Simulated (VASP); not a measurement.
Here is a VASP 6.6.1 calculation.

Contents of INCAR:

```
ALGO = Normal
EDIFF = 1E-6
ENCUT = 520
GGA = PE
ISIF = 2
ISMEAR = -1
LASPH = T
LCHARG = F
LREAL = F
LWAVE = F
NBANDS = 26
NELM = 80
PREC = Accurate
SIGMA = 0.05
```

The input KPOINTS:

```
k-points
0
Gamma
  6 6 4
```

The input POSCAR:

```
ZnS
1.0
    3.8491100000      0.0000000000      0.0000000000
   -1.9245550000      3.3334272300      0.0000000000
    0.0000000000      0.0000000000      6.1111655720
Zn S
2 2
Direct
    0.3333333333      0.6666666667      0.0000000000
    0.6666666667      0.3333333333      0.5000000000
    0.3333333333      0.6666666667      0.3850000000
    0.6666666667      0.3333333333      0.8850000000
```

Potentials or basis: VASP PAW PBE potentials, release 64 (Zn, S).

The run is started by

```sh
$ cat potpaw_PBE.64/Zn/POTCAR potpaw_PBE.64/S/POTCAR > POTCAR
$ mpirun -np 1 vasp_std > vasp.out
```

Problem. Predict the largest force.

Solution. 0.149 eV/Å.

Problem. Estimate the band gap on the k mesh.

Solution. 2.20 eV, direct.

Stress tensor (GPa, compression positive):
```
1.72 0.00 0.00
0.00 1.72 0.00
0.00 0.00 3.65
```

**Experimental background.**

A printed reference work, monograph reports, for a bulk crystal of ZnS at 4 K: band gap 3.911 eV (direct).

A measured gap of ZnS is 3.911 eV (direct; 4 K; a printed reference work, monograph); the calculated 2.20 eV misses it by -1.71 eV. The value is that of PBE, without temperature or zero-point motion. Semilocal functionals fall short of measured gaps as a rule.
